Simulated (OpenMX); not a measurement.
A run of OpenMX 3.8.5 is set up as follows.

The input SiC.dat:

```
System.CurrrentDirectory             ./
System.Name                          SiC
DATA.PATH                            ./DFT_DATA13
level.of.stdout                      1
level.of.fileout                     0
Species.Number                       2
<Definition.of.Atomic.Species
  Si  Si7.0-s2p2d1           Si_PBE13
  C   C6.0-s2p2d1            C_PBE13
Definition.of.Atomic.Species>

Atoms.Number                         8
Atoms.SpeciesAndCoordinates.Unit     FRAC
<Atoms.SpeciesAndCoordinates
    1  Si    0.0000000000    0.0000000000    0.1878943800   2.000  2.000
    2  Si    0.0000000000    0.0000000000    0.6878943800   2.000  2.000
    3  Si    0.3333333333    0.6666666667    0.4378419800   2.000  2.000
    4  Si    0.6666666667    0.3333333333    0.9378419800   2.000  2.000
    5  C     0.0000000000    0.0000000000    0.0004600500   2.000  2.000
    6  C     0.0000000000    0.0000000000    0.5004600500   2.000  2.000
    7  C     0.3333333333    0.6666666667    0.2498025900   2.000  2.000
    8  C     0.6666666667    0.3333333333    0.7498025900   2.000  2.000
Atoms.SpeciesAndCoordinates>

Atoms.UnitVectors.Unit               Ang
<Atoms.UnitVectors
     3.0756941497    0.0000000000    0.0000000000
    -1.5378470748    2.6636292679    0.0000000000
     0.0000000000    0.0000000000   10.0706464800
Atoms.UnitVectors>

scf.XcType                           GGA-PBE
scf.SpinPolarization                 off
scf.ElectronicTemperature            580.226
scf.energycutoff                     300.0
scf.maxIter                          100
scf.EigenvalueSolver                 band
scf.Kgrid                            11 11 3
scf.Mixing.Type                      rmm-diisk
scf.Init.Mixing.Weight               0.05
scf.Min.Mixing.Weight                0.001
scf.Max.Mixing.Weight                0.3
scf.Mixing.History                   25
scf.Mixing.StartPulay                8
scf.criterion                        1.0e-8
scf.stress.tensor                    on
MD.Type                              nomd
Band.dispersion                      on
Band.Nkpath                          9
<Band.kpath
   19   0.000000  0.000000  0.000000    0.500000  0.000000  0.000000  G M
   11   0.500000  0.000000  0.000000    0.333333  0.333333  0.000000  M K
   22   0.333333  0.333333  0.000000    0.000000  0.000000  0.000000  K G
    5   0.000000  0.000000  0.000000    0.000000  0.000000  0.500000  G A
   19   0.000000  0.000000  0.500000    0.500000  0.000000  0.500000  A L
   11   0.500000  0.000000  0.500000    0.333333  0.333333  0.500000  L H
   22   0.333333  0.333333  0.500000    0.000000  0.000000  0.500000  H A
    5   0.500000  0.000000  0.500000    0.500000  0.000000  0.000000  L M
    5   0.333333  0.333333  0.000000    0.333333  0.333333  0.500000  K H
Band.kpath>
```

Potentials or basis: OpenMX 2013 PBE set, Si7.0-s2p2d1, C6.0-s2p2d1, grid cutoff 300 Ry.

Launch:

```sh
$ openmx SiC.dat -nt 1 > SiC.std
```

Estimate the largest force.

0.029 eV/Å.

Estimate the band gap on the k mesh.

2.33 eV, indirect (least direct gap 3.43 eV).

What does it give for the Mulliken charges?

Si +0.39, +0.38; C -0.38, -0.40 e.

Forces in eV/Å, atoms in the order of the input:
```
Si  -0.002 -0.005 -0.029
Si   0.002  0.005 -0.028
Si   0.002  0.005 -0.003
Si  -0.002 -0.005 -0.004
C    0.001  0.004  0.013
C   -0.001 -0.004  0.015
C    0.001  0.005  0.015
C   -0.001 -0.005  0.019
```

Caveat: the mesh misses the band edges, which the band path finds closer together; the basis of atomic orbitals isn't converged, which shifts pressures, moduli and gaps. As with any semilocal functional, this PBE gap is likely too small.
